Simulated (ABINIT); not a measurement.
# AlN (F-43m) in ABINIT: notebook, part 2 of 2

ABINIT 10.8.3 (patched build). The steps go on from the part before.

**3. Band structure, PBE**

File run.abi:

```
ndtset 2

pp_dirpath "./"
pseudos "Al.upf, N.upf"

acell 3*1.0
rprim
     0.0000000000     4.1271496856     4.1271496856
     4.1271496856     0.0000000000     4.1271496856
     4.1271496856     4.1271496856     0.0000000000
ntypat 2
znucl 13 7
natom 2
typat 1 2
xred
     0.0000000000     0.0000000000     0.0000000000
     0.2500000000     0.2500000000     0.2500000000

ecut 1142.878222 eV

ixc 11

occopt 3
tsmear 0.05 eV

nstep 100

iomode 3
prtwf 0
prteig 0
prtebands 0
prtden1 1

kptopt1 1
ngkpt1 10 10 10
nshiftk1 1
shiftk1 0.0 0.0 0.0
nband1 8
tolvrs1 1.0e-10

iscf2 -2
getden2 1
nband2 12
nbdbuf2 2
tolwfr2 1.0e-12
kptopt2 -9
ndivsm2 6
prteig2 1
prtvol2 -3
kptbounds2
     0.0000000000     0.0000000000     0.0000000000
     0.5000000000     0.0000000000     0.5000000000
     0.5000000000     0.2500000000     0.7500000000
     0.3750000000     0.3750000000     0.7500000000
     0.0000000000     0.0000000000     0.0000000000
     0.5000000000     0.5000000000     0.5000000000
     0.6250000000     0.2500000000     0.6250000000
     0.5000000000     0.2500000000     0.7500000000
     0.5000000000     0.5000000000     0.5000000000
     0.3750000000     0.3750000000     0.7500000000
```

Potentials or basis: PseudoDojo NC SR PBE v0.4.1 standard.

The run is started by

```
$ abinit run.abi > log 2>&1
```

run.abo:

```text
.Version 10.8.3 of ABINIT
 DATASET    1 : space group F-4 3 m (#216); Bravais cF (face-center cubic)
================================================================================
 Values of the parameters that define the memory need for DATASET  1.
     intxc =       0    ionmov =       0      iscf =       7    lmnmax =       6
     lnmax =       6     mgfft =      36  mpssoang =       3    mqgrid =    3001
     natom =       2  nloc_mem =       1    nspden =       1   nspinor =       1
    nsppol =       1      nsym =      24    n1xccc =    2501    ntypat =       2
    occopt =       3   xclevel =       2
       mpw =        1849          nfft =       46656          nkpt =          47
================================================================================
================================================================================

 DATASET    2 : space group F-4 3 m (#216); Bravais cF (face-center cubic)
================================================================================
 Values of the parameters that define the memory need for DATASET  2.
     intxc =       0    ionmov =       0      iscf =      -2    lmnmax =       6
     lnmax =       6     mgfft =      36  mpssoang =       3    mqgrid =    3001
     natom =       2  nloc_mem =       1    nspden =       1   nspinor =       1
    nsppol =       1      nsym =      24    n1xccc =    2501    ntypat =       2
    occopt =       3   xclevel =       2
       mpw =        1853          nfft =       46656          nkpt =         103
================================================================================
================================================================================

--------------------------------------------------------------------------------
------------- Echo of variables that govern the present computation ------------
--------------------------------------------------------------------------------
 -outvars: echo values of preprocessed input variables --------
            acell      1.0000000000E+00  1.0000000000E+00  1.0000000000E+00 Bohr
              amu      2.69815390E+01  1.40067400E+01
             ecut      4.20000000E+01 Hartree
           getden1          0
           getden2          1
             iscf1          7
             iscf2         -2
              ixc          11
           jdtset        1    2
           kptopt1          1
           kptopt2         -9
         kptrlatt       10    0    0      0   10    0      0    0   10
          kptrlen1     5.83667106E+01
          kptrlen2     3.00000000E+01
            natom           2
            nband1          8
            nband2         12
           nbdbuf1          0
           nbdbuf2          2
           ndtset           2
           ndivsm1          0
           ndivsm2          6
            ngfft          36      36      36
             nkpt1         47
             nkpt2        103
            nstep         100
             nsym          24
           ntypat           2
           occopt           3
        prtebands           0
           prteig1          0
           prteig2          1
           prtvol1          0
           prtvol2         -3
            prtwf           0
            rprim      0.0000000000E+00  4.1271496856E+00  4.1271496856E+00
                       4.1271496856E+00  0.0000000000E+00  4.1271496856E+00
[... 715 lines left out ...]
 -2.6620E-01  2.2516E-02  6.7578E-02  1.4596E-01  4.0336E-01  5.6239E-01
  6.5384E-01  6.8793E-01  7.6813E-01  8.9857E-01  1.0766E+00  1.1072E+00
 Non-SCF case, kpt  102 (  0.38750  0.38750  0.72500), residuals and eigenvalues=
  1.65E-13  2.32E-13  6.78E-13  2.33E-13  2.71E-13  4.22E-13  2.15E-13  4.76E-13
  4.55E-13  6.55E-13  7.37E-08  1.71E-06
 -2.6378E-01  3.1881E-02  5.6211E-02  1.4226E-01  3.9035E-01  5.6419E-01
  6.6219E-01  7.0043E-01  7.5586E-01  9.0800E-01  1.0923E+00  1.1294E+00
 Non-SCF case, kpt  103 (  0.37500  0.37500  0.75000), residuals and eigenvalues=
  4.63E-13  7.15E-13  8.44E-13  7.28E-13  6.16E-13  1.95E-13  3.13E-13  2.94E-13
  4.44E-13  9.34E-13  1.36E-06  6.97E-05
 -2.6240E-01  3.3397E-02  5.6002E-02  1.3917E-01  3.7961E-01  5.6164E-01
  6.6929E-01  7.1024E-01  7.4864E-01  9.2249E-01  1.0929E+00  1.1543E+00

--- !ResultsGS
iteration_state: {dtset: 2, }
comment   : Summary of ground state results
lattice_vectors:
- [  0.0000000,   4.1271497,   4.1271497, ]
- [  4.1271497,   0.0000000,   4.1271497, ]
- [  4.1271497,   4.1271497,   0.0000000, ]
lattice_lengths: [   5.83667,    5.83667,    5.83667, ]
lattice_angles: [ 60.000,  60.000,  60.000, ] # degrees, (23, 13, 12)
lattice_volume:   1.4059849E+02
convergence: {deltae:  0.000E+00, res2:  0.000E+00, residm:  9.997E-13, diffor:  0.000E+00, }
etotal    :  -1.27925608E+01
entropy   :   0.00000000E+00
fermie    :   2.41635829E-01
cartesian_stress_tensor: null
pressure_GPa: null
xred      :
- [  0.0000E+00,   0.0000E+00,   0.0000E+00, Al]
- [  2.5000E-01,   2.5000E-01,   2.5000E-01,  N]
cartesian_forces: null
force_length_stats: {min: null, max: null, mean: null, }
...

 Integrated electronic density in atomic spheres:
 ------------------------------------------------
 Atom  Sphere_radius  Integrated_density
    1        2.00000          1.09810210
    2        2.00000          5.37681049
================================================================================

 ----iterations are completed or convergence reached----

 Mean square residual over all n,k,spin=   49.903E-14; max=  99.969E-14
 reduced coordinates (array xred) for    2 atoms
       0.000000000000      0.000000000000      0.000000000000
       0.250000000000      0.250000000000      0.250000000000

 cartesian coordinates (angstrom) at end:
    1      0.00000000000000     0.00000000000000     0.00000000000000
    2      1.09199677906168     1.09199677906168     1.09199677906168
 length scales=  1.000000000000  1.000000000000  1.000000000000 bohr
              =  0.529177210544  0.529177210544  0.529177210544 angstroms
 Eigenvalues (hartree) for nkpt= 103  k points:
 kpt#   1, nband= 12, wtk=  1.00000, kpt=  0.0000  0.0000  0.0000 (reduced coord)
  -0.36045    0.18958    0.18958    0.18958    0.34364    0.65222    0.65222    0.65222
   0.84169    0.84169    0.89100    0.89100
 kpt#   2, nband= 12, wtk=  1.00000, kpt=  0.0294  0.0000  0.0294 (reduced coord)
  -0.35982    0.18651    0.18889    0.18889    0.34701    0.64999    0.65313    0.65313
   0.82042    0.84265    0.89301    0.89301
 kpt#   3, nband= 12, wtk=  1.00000, kpt=  0.0588  0.0000  0.0588 (reduced coord)
  -0.35795    0.17808    0.18686    0.18686    0.35622    0.64363    0.65582    0.65582
   0.78356    0.84554    0.89900    0.89900
 kpt#   4, nband= 12, wtk=  1.00000, kpt=  0.0882  0.0000  0.0882 (reduced coord)
  -0.35485    0.16597    0.18362    0.18362    0.36926    0.63398    0.66017    0.66017
   0.74492    0.85034    0.90892    0.90892
 kpt#   5, nband= 12, wtk=  1.00000, kpt=  0.1176  0.0000  0.1176 (reduced coord)
  -0.35058    0.15177    0.17934    0.17934    0.38393    0.62212    0.66601    0.66601
   0.70780    0.85705    0.92269    0.92269
 kpt#   6, nband= 12, wtk=  1.00000, kpt=  0.1471  0.0000  0.1471 (reduced coord)
  -0.34519    0.13658    0.17426    0.17426    0.39803    0.60923    0.67313    0.67313
[... 278 lines left out ...]
  -0.27262    0.00266    0.09953    0.15449    0.43552    0.54179    0.64339    0.65785
   0.80258    0.89441    1.00186    1.09483
 kpt# 100, nband= 12, wtk=  1.00000, kpt=  0.4125  0.4125  0.6750 (reduced coord)
  -0.26927    0.01223    0.08275    0.15010    0.41850    0.55475    0.64738    0.67338
   0.78408    0.89426    1.04091    1.09973
 kpt# 101, nband= 12, wtk=  1.00000, kpt=  0.4000  0.4000  0.7000 (reduced coord)
  -0.26620    0.02252    0.06758    0.14596    0.40336    0.56239    0.65384    0.68793
   0.76813    0.89857    1.07663    1.10717
 kpt# 102, nband= 12, wtk=  1.00000, kpt=  0.3875  0.3875  0.7250 (reduced coord)
  -0.26378    0.03188    0.05621    0.14226    0.39035    0.56419    0.66219    0.70043
   0.75586    0.90800    1.09226    1.12936
 kpt# 103, nband= 12, wtk=  1.00000, kpt=  0.3750  0.3750  0.7500 (reduced coord)
  -0.26240    0.03340    0.05600    0.13917    0.37961    0.56164    0.66929    0.71024
   0.74864    0.92249    1.09291    1.15427

== END DATASET(S) ==============================================================
================================================================================

 -outvars: echo values of variables after computation  --------
            acell      1.0000000000E+00  1.0000000000E+00  1.0000000000E+00 Bohr
           etotal1    -1.2792560779E+01
            fcart1    -0.0000000000E+00 -0.0000000000E+00 -0.0000000000E+00
                      -0.0000000000E+00 -0.0000000000E+00 -0.0000000000E+00
            rprim      0.0000000000E+00  4.1271496856E+00  4.1271496856E+00
                       4.1271496856E+00  0.0000000000E+00  4.1271496856E+00
                       4.1271496856E+00  4.1271496856E+00  0.0000000000E+00
           strten1    -1.5271893894E-04 -1.5271893894E-04 -1.5271893894E-04
                       0.0000000000E+00  0.0000000000E+00  0.0000000000E+00
           xangst      0.0000000000E+00  0.0000000000E+00  0.0000000000E+00
                       1.0919967791E+00  1.0919967791E+00  1.0919967791E+00
             xred      0.0000000000E+00  0.0000000000E+00  0.0000000000E+00
                       2.5000000000E-01  2.5000000000E-01  2.5000000000E-01
 Calculation completed.
```

Run time: 48 s. Hardware: 1 thread of Arm Neoverse V2, shared host; peak memory 0.1 GiB.

Results:

| Item | Value |
| --- | --- |
| Free energy | -348.1033 eV |
| Pressure | 4.5 GPa |
| Band gap on the k mesh | 3.32 eV, indirect (least direct gap 4.19 eV) |
| Band gap along the path | 3.32 eV, indirect (least direct gap 4.19 eV) |
| Valence electrons inside the program's atomic spheres | Al 1.10; N 5.38 |

Levels at the corners of the path, in eV from the valence-band top:
| point | band 1 | band 2 | band 3 | band 4 | band 5 | band 6 | band 7 | band 8 |
| --- | --- | --- | --- | --- | --- | --- | --- | --- |
| Γ | -14.97 | 0.00 | 0.00 | 0.00 | 4.19 | 12.59 | 12.59 | 12.59 |
| X | -12.28 | -4.90 | -1.78 | -1.78 | 3.32 | 8.65 | 13.92 | 15.70 |
| W | -12.23 | -3.77 | -3.44 | -2.70 | 6.05 | 11.45 | 11.98 | 12.16 |
| K | -12.30 | -4.25 | -3.63 | -1.37 | 5.17 | 10.12 | 13.05 | 14.17 |
| Γ | -14.97 | 0.00 | 0.00 | 0.00 | 4.19 | 12.59 | 12.59 | 12.59 |
| L | -12.92 | -5.86 | -0.48 | -0.48 | 7.39 | 9.84 | 11.17 | 11.17 |
| U | -12.30 | -4.25 | -3.63 | -1.37 | 5.17 | 10.12 | 13.05 | 14.17 |
| W | -12.23 | -3.77 | -3.44 | -2.70 | 6.05 | 11.45 | 11.98 | 12.16 |
| L | -12.92 | -5.86 | -0.48 | -0.48 | 7.39 | 9.84 | 11.17 | 11.17 |
| K | -12.30 | -4.25 | -3.63 | -1.37 | 5.17 | 10.12 | 13.05 | 14.17 |

Expect the measured gap to be larger: semilocal functionals such as PBE lack the derivative discontinuity.

**4. Equation of state, RPBE**

File run.abi:

```
# Datasets: one volume each
ndtset 7
getwfk -1
scalecart1 3*0.9795861087
scalecart2 3*0.9864848297
scalecart3 3*0.9932883884
scalecart4 3*1.0000000000
scalecart5 3*1.0066227096
scalecart6 3*1.0131594038
scalecart7 3*1.0196128224

# Pseudopotentials
pp_dirpath "./"
pseudos "Al.GGA_PBE-JTH.xml, N.GGA_PBE-JTH.xml"

# Structure
acell 5.8366710593 5.8366710593 5.8366710593
rprim
     0.0000000000     0.7071067812     0.7071067812
     0.7071067812     0.0000000000     0.7071067812
     0.7071067812     0.7071067812     0.0000000000
ntypat 2
znucl 13 7
natom 2
typat 1 2
xred
     0.0000000000     0.0000000000     0.0000000000
     0.2500000000     0.2500000000     0.2500000000

# Plane-wave basis
ecut 680.284656 eV
pawecutdg 47.0

# k points
kptopt 1
ngkpt 10 10 10
nshiftk 1
shiftk 0.0 0.0 0.0

# Exchange and correlation
ixc 15

# Bands and occupations
nband 8
occopt 3
tsmear 0.00183747

# SCF cycle
nstep 100
tolvrs 1.0e-9

# Output
iomode 3
prtwf 1
prtden 0
prteig 0
prtebands 0
enunit 1
```

Potentials or basis: JTH PAW PBE v2.0.

The run is started by

```
$ abinit run.abi > log 2>&1
```

Run time: 51 s. Hardware: 1 thread of Arm Neoverse V2, shared host; peak memory 0.13 GiB.

The run converged. Its results:

| Property | Result |
| --- | --- |
| Equilibrium volume | 10.87 Å³/atom |
| Bulk modulus | 187 GPa |
| Pressure derivative of the bulk modulus | 3.9 |

Energy against volume, from the lowest point:
```tsv
volume (Å³/atom)	energy (meV/atom)
9.792	73.62
10.001	46.25
10.209	25.83
10.417	11.61
10.626	3.18
10.834	0.00
11.042	1.44
```

Caveat: the cutoff is too short for stress, so the log's stress isn't used; pressures at fixed basis lie under the slope of the energies; the PAW data sets were made with another functional, which shifts forces and pressure a little.
